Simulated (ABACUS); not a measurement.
# MgO (Fm-3m) in ABACUS: a series of runs

The runs below take MgO through single point, with rPW86PBE, PBEsol.

Program: ABACUS 3.10.1. These are calculated values, not measurements. Logs are shortened: lines on timing, memory, paths and dates and some standing lists are left out, and cuts for length are marked.

**Experimental background.**

“Electronic structure of alkaline earth and post-transition metal oxides”, 2009, arxiv:0908.1581 quotes, for a bulk crystal of MgO: band gap 7.83 eV.

How close the calculation comes is told below.

**1. The crystal as given**

It takes space group Fm-3m (No. 225, cubic). Conventional cell: a = 4.194 Å, b = 4.194 Å, c = 4.194 Å, α = 90.00°, β = 90.00°, γ = 90.00°. Around Mg (site symmetry m-3m) lie 6 O at 2.10 Å. Around O (site symmetry m-3m) lie 6 Mg at 2.10 Å.

The cell is a database's computed one.

**2. Single point, rPW86PBE**

Input file INPUT:

```
INPUT_PARAMETERS
suffix              MgO
calculation         scf
basis_type          pw
pseudo_dir          ./
symmetry            1
dft_functional      GGA_X_RPW86+GGA_C_PBE
ecutwfc             92
pseudo_rcut         10
nspin               1
nbands              18
ks_solver           dav
smearing_method     fd
smearing_sigma      0.00367493
scf_thr             1e-08
scf_nmax            100
mixing_type         broyden
mixing_beta         0.7
cal_force           1
cal_stress          1
out_chg             1
out_pot             2
out_elf             1
```

Input file STRU:

```
ATOMIC_SPECIES
Mg 24.3050 Mg.upf
O 15.9990 O.upf

LATTICE_CONSTANT
5.6041865537

LATTICE_VECTORS
0.0000000000 0.7071067812 0.7071067812
0.7071067812 0.0000000000 0.7071067812
0.7071067812 0.7071067812 0.0000000000

ATOMIC_POSITIONS
Cartesian

Mg
0.0
1
0.0000000000 0.0000000000 0.0000000000 1 1 1

O
0.0
1
0.7071067812 0.7071067812 0.7071067812 1 1 1
```

Input file KPT:

```
K_POINTS
0
Gamma
9 9 9 0 0 0
```

Potentials or basis: PseudoDojo NC SR 0.5 PBE stringent, plane waves.

On the command line:

```console
OMP_NUM_THREADS=1 mpirun -np 4 abacus > log
```

running log:

```text
ABACUS v3.10.1

               Atomic-orbital Based Ab-initio Computation at UStc

 ------------------------------------------------------------------------------------

 READING GENERAL INFORMATION
                           global_out_dir = OUT.MgO/
                           global_in_card = INPUT
                               pseudo_dir = ./
                              orbital_dir =
                                    DSIZE = 4
                                    GSIZE = 1

 READING UNITCELL INFORMATION
                                    ntype = 2
                  lattice constant (Bohr) = 5.60419
              lattice constant (Angstrom) = 2.96561

 READING ATOM TYPE 1
                               atom label = Mg
                      L=0, number of zeta = 1
                      L=1, number of zeta = 1
                      L=2, number of zeta = 1
             number of atom for this type = 1

 READING ATOM TYPE 2
                               atom label = O
                      L=0, number of zeta = 1
                      L=1, number of zeta = 1
                      L=2, number of zeta = 1
             number of atom for this type = 1

                        TOTAL ATOM NUMBER = 2
CARTESIAN COORDINATES ( UNIT =       5.604186553700 Bohr ).
    atom                   x                   y                   z     mag                  vx                  vy                  vz
tauc_Mg1            0.0000000000        0.0000000000        0.0000000000  0.0000        0.0000000000        0.0000000000        0.0000000000
tauc_O1            0.7071067812        0.7071067812        0.7071067812  0.0000        0.0000000000        0.0000000000        0.0000000000

                          Volume (Bohr^3) = 124.458
                             Volume (A^3) = 18.4427

 Lattice vectors: (Cartesian coordinate: in unit of a_0)
                   +0           +0.707107           +0.707107
            +0.707107                  +0           +0.707107
            +0.707107           +0.707107                  +0
 Reciprocal vectors: (Cartesian coordinate: in unit of 2 pi/a_0)
            -0.707107           +0.707107           +0.707107
            +0.707107           -0.707107           +0.707107
            +0.707107           +0.707107           -0.707107
 The esolver type has been set to : ksdft_pw

                PAO radial cut off (Bohr) = 10

 Read in pseudopotential file is Mg.upf
                     pseudopotential type = NC
          exchange-correlation functional = PBE
                 nonlocal core correction = 0
                        valence electrons = 10
                                     lmax = 1
                           number of zeta = 3
                     number of projectors = 4
                           L of projector = 0
                           L of projector = 0
                           L of projector = 1
                           L of projector = 1
 XC functional updated to : GGA_X_RPW86+GGA_C_PBE
          exchange-correlation functional = GGA_X_RPW86+GGA_C_PBE
                PAO radial cut off (Bohr) = 10

 Read in pseudopotential file is O.upf
                     pseudopotential type = NC
          exchange-correlation functional = PBE
                 nonlocal core correction = 1
                        valence electrons = 6
                                     lmax = 2
                           number of zeta = 2
                     number of projectors = 5
                           L of projector = 0
                           L of projector = 0
                           L of projector = 1
                           L of projector = 1
                           L of projector = 2
 XC functional updated to : GGA_X_RPW86+GGA_C_PBE
          exchange-correlation functional = GGA_X_RPW86+GGA_C_PBE
     initial pseudo atomic orbital number = 9

 SETUP THE ELECTRONS NUMBER
            electron number of element Mg = 10
      total electron number of element Mg = 10
             electron number of element O = 6
       total electron number of element O = 6
            AUTOSET number of electrons:  = 16
                           occupied bands = 8
                                   NBANDS = 18
                                   NLOCAL = 18

%%%%%%%%%%%%%%%%%%%%%%%%%%%%%%%%%%%%%%%%%%%%%%%%%%%%%%%%%%%%%%%%%%%%%%%%%%%%%%%%%%%%%%%%%%%%%%%%%%%%%%%%%%
 Warning: the number of valence electrons in pseudopotential > 2 for Mg: [Ne] 3s2
 Pseudopotentials with additional electrons can yield (more) accurate outcomes, but may be less efficient.
 If you're confident that your chosen pseudopotential is appropriate, you can safely ignore this warning.
%%%%%%%%%%%%%%%%%%%%%%%%%%%%%%%%%%%%%%%%%%%%%%%%%%%%%%%%%%%%%%%%%%%%%%%%%%%%%%%%%%%%%%%%%%%%%%%%%%%%%%%%%%

 SETUP THE PLANE WAVE BASIS
 energy cutoff for charge/potential (unit:Ry) = 368
            fft grid for charge/potential = [ 36, 36, 36 ]
[... 74 lines left out ...]
K-POINTS REDUCTION ACCORDING TO SYMMETRY
     IBZ    DIRECT_X    DIRECT_Y    DIRECT_Z  WEIGHT  ibz2bz
       1  0.00000000  0.00000000  0.00000000  0.0014       0
       2  0.11111111  0.11111111  0.11111111  0.0110       1
       3  0.22222222  0.22222222  0.22222222  0.0110       2
       4  0.33333333  0.33333333  0.33333333  0.0110       3
       5  0.44444444  0.44444444  0.44444444  0.0110       4
       6  0.11111111  0.11111111  0.00000000  0.0082      10
[... 22 lines left out ...]
      29  0.44444444  0.33333333  0.11111111  0.0329     112
      30 -0.44444444  0.44444444  0.22222222  0.0658     113
[... 5 further k points ...]

                               nkstot now = 35
[... K-POINTS DIRECT COORDINATES: 35 rows ...]

           k-point number in this process = 35
       minimum distributed K point number = 35
[... stars of the k points ...]

[... K-POINTS CARTESIAN COORDINATES: 35 rows ...]

[... K-POINTS DIRECT COORDINATES: 35 rows ...]

 SETUP PLANE WAVES FOR WAVE FUNCTIONS
     energy cutoff for wavefunc (unit:Ry) = 92
              fft grid for wave functions = [ 36, 36, 36 ]
                    number of plane waves = 2685
                         number of sticks = 253

 PARALLEL PW FOR WAVE FUNCTIONS
     PROC   COLUMNS(POT)             PW
        1             63            671
        2             63            671
        3             64            673
        4             63            670
 --------------- sum -------------------
        4            253           2685

 SETUP NONLOCAL PSEUDOPOTENTIALS IN PLANE WAVE BASIS
 Mg non-local projectors:
 projector 1 L=0
 projector 2 L=0
 projector 3 L=1
 projector 4 L=1
 O non-local projectors:
 projector 1 L=0
 projector 2 L=0
 projector 3 L=1
 projector 4 L=1
 projector 5 L=2
      TOTAL NUMBER OF NONLOCAL PROJECTORS = 21

 Init Non-Local PseudoPotential table :
 Init Non-Local-Pseudopotential done.

                                     npwx = 467

 Make real space PAO into reciprocal space.
       max mesh points in Pseudopotential = 1001
     dq(describe PAO in reciprocal space) = 0.01
                                    max q = 1155

 number of pseudo atomic orbitals for Mg is 3
WARNING: norm of atomic wavefunction # 3 of atomic type Mg is 0.9998, renormalized

 number of pseudo atomic orbitals for O is 2

 -------------------------------------------
 SELF-CONSISTENT
 -------------------------------------------
                                 init_chg = atomic

 PW ALGORITHM --------------- ION=   1  ELEC=   1--------------------------------

 Density error is 0.425736783247
                          Error Threshold = 0.01
----------------------------------------------------------
     Energy           Rydberg                 eV
----------------------------------------------------------
 E_KohnSham     -152.3398844224      -2072.6904608058
 E_Harris       -151.4254401523      -2060.2488082289
 E_Fermi        0.5867432184         7.9830510329
----------------------------------------------------------
[... 75 lines left out ...]
 Density error is 3.61974898174e-09
                          Error Threshold = 4.24871153396e-10
----------------------------------------------------------
     Energy           Rydberg                 eV
----------------------------------------------------------
 E_KohnSham     -152.5064301107      -2074.9564311438
 E_KS(sigma->0) -152.5064301107      -2074.9564311438
 E_Harris       -152.5064914842      -2074.9572661741
 E_band         -21.5551809424       -293.2732822382
 E_one_elec     -73.8421856199       -1004.6744772046
 E_Hartree      41.4241128246        563.6039690094
 E_xc           -24.9135916273       -338.9668037759
 E_Ewald        -95.1747656881       -1294.9191191727
 E_entropy(-TS) 0.0000000000         0.0000000000
 E_descf        0.0000000000         0.0000000000
 E_exx          0.0000000000         0.0000000000
 E_Fermi        0.7983214022         10.8617199051
----------------------------------------------------------

 charge density convergence is achieved
 final etot is -2074.9564311 eV
 EFERMI = 10.861719905 eV
The vacuum level is 6.3409735951 eV

 STATE ENERGY(eV) AND OCCUPATIONS    NSPIN == 1
 1/35 kpoint (Cartesian) = 0.0000 0.0000 0.0000 (463 pws)
       1       -64.3563     0.00274348
       2       -31.1369     0.00274348
       3       -31.1369     0.00274348
       4       -31.1369     0.00274348
       5       -8.97628     0.00274348
       6        8.27419     0.00274348
[... 10 lines left out ...]
      17        32.7440        0.00000
      18        32.7440        0.00000
[... 83 lines left out ...]
       2       -31.1466      0.0164609
       3       -31.1403      0.0164609
       4       -31.1403      0.0164609
       5       -8.79776      0.0164609
       6        7.43753      0.0164609
[... 10 lines left out ...]
      17        33.3715        0.00000
      18        34.7665        0.00000

[... levels at 29 further k points ...]

------------------------------------------------------------------------------------------
 TOTAL-FORCE (eV/Angstrom)
------------------------------------------------------------------------------------------
                       Mg1         0.0000000000         0.0000000000         0.0000000000
                        O1         0.0000000000         0.0000000000         0.0000000000
------------------------------------------------------------------------------------------

----------------------------------------------------------------
 TOTAL-STRESS (KBAR)
----------------------------------------------------------------
        97.7375317816        -0.0000000000         0.0000000000
         0.0000000000        97.7375317816        -0.0000000000
         0.0000000000        -0.0000000000        97.7375317816
----------------------------------------------------------------
 TOTAL-PRESSURE: 97.737532 KBAR

 --------------------------------------------
 !FINAL_ETOT_IS -2074.9564311438384721 eV
 --------------------------------------------
```

It took 6.1 s on 4 MPI ranks of Intel Xeon Platinum 8488C (Sapphire Rapids), shared host; peak memory 0.24 GiB.

Results:

* Free energy: -2074.9564 eV
* Pressure: 9.8 GPa
* Band gap on the k mesh: 4.98 eV, direct

Levels at points of the mesh, in eV from the valence-band top:
```tsv
k point	band 4	band 5	band 6	band 7	band 8	band 9	band 10	band 11	band 12	band 13
(0.00, 0.00, 0.00)	-39.41	-17.25	0.00	0.00	0.00	4.98	16.12	16.12	16.12	20.19
```

Caveat: the potentials were made for another functional, which shifts forces and pressure.

**3. Single point, PBEsol**

Input file run_abacus.py:

```python
"""ABACUS run from a structure file: ASE reads it, the script writes STRU, KPT and INPUT."""
import re
import subprocess
import spglib
from ase import Atoms
from ase.io import read
from ase.units import Bohr

atoms = read("MgO.cif")
cell, frac, numbers = spglib.standardize_cell((atoms.cell[:], atoms.get_scaled_positions(), atoms.numbers), to_primitive=True, symprec=1e-4)
atoms = Atoms(numbers=numbers, cell=cell, scaled_positions=frac, pbc=True)  # the primitive cell
atoms = atoms[(-atoms.numbers).argsort(kind="stable")]  # ABACUS lists atoms element by element
pseudo = {'Mg': 'Mg.upf', 'O': 'O.upf'}
orbital = {}
magmoms = None
kmesh = [9, 9, 9]
params = {
    'suffix': 'MgO',
    'calculation': 'scf',
    'basis_type': 'pw',
    'pseudo_dir': './',
    'symmetry': 1,
    'dft_functional': 'pbesol',
    'ecutwfc': 92,
    'pseudo_rcut': 10,
    'nspin': 1,
    'nbands': 18,
    'ks_solver': 'dav',
    'smearing_method': 'fd',
    'smearing_sigma': 0.00367493,
    'scf_thr': 1e-08,
    'scf_nmax': 100,
    'mixing_type': 'broyden',
    'mixing_beta': 0.7,
    'cal_force': 1,
    'cal_stress': 1,
    'out_chg': 1,
    'kpar': 4,
}

symbols = atoms.get_chemical_symbols()
elements = list(dict.fromkeys(symbols))
lines = ["ATOMIC_SPECIES"] + [f"{e} {atoms.get_masses()[symbols.index(e)]:.4f} {pseudo[e]}" for e in elements]
if orbital:
    lines += ["", "NUMERICAL_ORBITAL"] + [orbital[e] for e in elements]
lines += ["", "LATTICE_CONSTANT", f"{1 / Bohr:.10f}", "", "LATTICE_VECTORS"]
lines += [" ".join(f"{x:.10f}" for x in v) for v in atoms.cell]
lines += ["", "ATOMIC_POSITIONS", "Direct"]
for e in elements:
    lines += ["", e, "0.0", str(symbols.count(e))]
    for i, p in enumerate(atoms.get_scaled_positions(wrap=False)):
        if symbols[i] == e:
            mag = "" if magmoms is None else " mag " + " ".join(str(x) for x in (magmoms[i] if isinstance(magmoms[i], list) else [magmoms[i]]))
            lines.append(" ".join(f"{x:.10f}" for x in p) + " 1 1 1" + mag)
open("STRU", "w").write("\n".join(lines) + "\n")
open("KPT", "w").write("K_POINTS\n0\nGamma\n%d %d %d 0 0 0\n" % tuple(kmesh))
open("INPUT", "w").write("INPUT_PARAMETERS\n" + "".join(f"{k:<20s}{v}\n" for k, v in params.items()))

done = subprocess.run(['mpirun', '-np', '4', 'abacus'])
if done.returncode:
    raise SystemExit(done.returncode)
log = open("OUT.MgO/running_scf.log").read()
print("final energy (eV):", re.findall(r"FINAL_ETOT_IS (\S+)", log))
```

Input file MgO.cif:

```cif
data_MgO
_cell_length_a 4.19400279
_cell_length_b 4.19400279
_cell_length_c 4.19400279
_cell_angle_alpha 90.00000000
_cell_angle_beta 90.00000000
_cell_angle_gamma 90.00000000
_space_group_name_H-M_alt 'Fm-3m'
_space_group_name_Hall '-F 4 2 3'
_space_group_IT_number 225
loop_
_space_group_symop_operation_xyz
'x,y,z'
'-x,-y,-z'
'-y,x,z'
'y,-x,-z'
'-x,-y,z'
'x,y,-z'
'y,-x,z'
'-y,x,-z'
'x,-y,-z'
'-x,y,z'
'-y,-x,-z'
'y,x,z'
'-x,y,-z'
'x,-y,z'
'y,x,-z'
'-y,-x,z'
'z,x,y'
'-z,-x,-y'
'z,-y,x'
'-z,y,-x'
'z,-x,-y'
'-z,x,y'
'z,y,-x'
'-z,-y,x'
'-z,x,-y'
'z,-x,y'
'-z,-y,-x'
'z,y,x'
'-z,-x,y'
'z,x,-y'
'-z,y,x'
'z,-y,-x'
'y,z,x'
'-y,-z,-x'
'x,z,-y'
'-x,-z,y'
'-y,z,-x'
'y,-z,x'
'-x,z,y'
'x,-z,-y'
'-y,-z,x'
'y,z,-x'
'-x,-z,-y'
'x,z,y'
'y,-z,-x'
'-y,z,x'
'x,-z,y'
'-x,z,-y'
'x,y+1/2,z+1/2'
'-x,-y+1/2,-z+1/2'
'-y,x+1/2,z+1/2'
'y,-x+1/2,-z+1/2'
[... 63 lines left out ...]
'-z+1/2,y,-x+1/2'
'z+1/2,-x,-y+1/2'
'-z+1/2,x,y+1/2'
'z+1/2,y,-x+1/2'
'-z+1/2,-y,x+1/2'
'-z+1/2,x,-y+1/2'
'z+1/2,-x,y+1/2'
'-z+1/2,-y,-x+1/2'
'z+1/2,y,x+1/2'
'-z+1/2,-x,y+1/2'
'z+1/2,x,-y+1/2'
'-z+1/2,y,x+1/2'
'z+1/2,-y,-x+1/2'
'y+1/2,z,x+1/2'
'-y+1/2,-z,-x+1/2'
'x+1/2,z,-y+1/2'
'-x+1/2,-z,y+1/2'
'-y+1/2,z,-x+1/2'
'y+1/2,-z,x+1/2'
'-x+1/2,z,y+1/2'
'x+1/2,-z,-y+1/2'
'-y+1/2,-z,x+1/2'
'y+1/2,z,-x+1/2'
'-x+1/2,-z,-y+1/2'
'x+1/2,z,y+1/2'
'y+1/2,-z,-x+1/2'
'-y+1/2,z,x+1/2'
'x+1/2,-z,y+1/2'
'-x+1/2,z,-y+1/2'
'x+1/2,y+1/2,z'
'-x+1/2,-y+1/2,-z'
'-y+1/2,x+1/2,z'
'y+1/2,-x+1/2,-z'
'-x+1/2,-y+1/2,z'
'x+1/2,y+1/2,-z'
'y+1/2,-x+1/2,z'
'-y+1/2,x+1/2,-z'
'x+1/2,-y+1/2,-z'
'-x+1/2,y+1/2,z'
'-y+1/2,-x+1/2,-z'
'y+1/2,x+1/2,z'
'-x+1/2,y+1/2,-z'
'x+1/2,-y+1/2,z'
'y+1/2,x+1/2,-z'
'-y+1/2,-x+1/2,z'
'z+1/2,x+1/2,y'
'-z+1/2,-x+1/2,-y'
'z+1/2,-y+1/2,x'
'-z+1/2,y+1/2,-x'
'z+1/2,-x+1/2,-y'
'-z+1/2,x+1/2,y'
'z+1/2,y+1/2,-x'
'-z+1/2,-y+1/2,x'
'-z+1/2,x+1/2,-y'
'z+1/2,-x+1/2,y'
'-z+1/2,-y+1/2,-x'
'z+1/2,y+1/2,x'
'-z+1/2,-x+1/2,y'
'z+1/2,x+1/2,-y'
'-z+1/2,y+1/2,x'
'z+1/2,-y+1/2,-x'
'y+1/2,z+1/2,x'
'-y+1/2,-z+1/2,-x'
'x+1/2,z+1/2,-y'
'-x+1/2,-z+1/2,y'
'-y+1/2,z+1/2,-x'
'y+1/2,-z+1/2,x'
'-x+1/2,z+1/2,y'
'x+1/2,-z+1/2,-y'
'-y+1/2,-z+1/2,x'
'y+1/2,z+1/2,-x'
'-x+1/2,-z+1/2,-y'
'x+1/2,z+1/2,y'
'y+1/2,-z+1/2,-x'
'-y+1/2,z+1/2,x'
'x+1/2,-z+1/2,y'
'-x+1/2,z+1/2,-y'
loop_
_atom_site_label
_atom_site_type_symbol
_atom_site_symmetry_multiplicity
_atom_site_Wyckoff_symbol
_atom_site_fract_x
_atom_site_fract_y
_atom_site_fract_z
_atom_site_occupancy
Mg1 Mg 4 a 0.0000000000 0.0000000000 0.0000000000 1
O1 O 4 b 0.5000000000 0.0000000000 0.0000000000 1
```

Potentials or basis: PseudoDojo NC SR 0.5 PBE stringent, plane waves.

On the command line:

```console
OMP_NUM_THREADS=1 python run_abacus.py > log
```

Wall time 5.5 s (4 MPI ranks of Intel Xeon Platinum 8488C (Sapphire Rapids), shared host); peak memory 0.36 GiB.

It converged, with:

```
Free energy            : -2065.5451 eV
Pressure               : 2.9 GPa
Band gap on the k mesh : 4.73 eV, direct
```

Levels at points of the mesh, in eV from the valence-band top:
```tsv
k point	band 4	band 5	band 6	band 7	band 8	band 9	band 10	band 11	band 12	band 13
(0.00, 0.00, 0.00)	-38.67	-17.28	0.00	0.00	0.00	4.73	15.84	15.84	15.84	19.57
```

Caveat: the potentials were made for another functional, which shifts forces and pressure.

**4. Comparison with measurements**

Step 2. Against the measured gap of MgO, 7.83 eV (quoted in “Electronic structure of alkaline earth and post-transition metal oxides”, 2009, arxiv:0908.1581), the calculated 4.98 eV is off by -2.85 eV. The value is that of rPW86PBE, without temperature or zero-point motion. The cell is a database's relaxed one, not the measured one, which moves gaps too.

Step 3. Against the measured gap of MgO, 7.83 eV (quoted in “Electronic structure of alkaline earth and post-transition metal oxides”, 2009, arxiv:0908.1581), the calculated 4.73 eV is off by -3.10 eV. The value is that of PBEsol, without temperature or zero-point motion. Semilocal functionals fall short of measured gaps as a rule. The cell is a database's relaxed one, not the measured one, which moves gaps too.
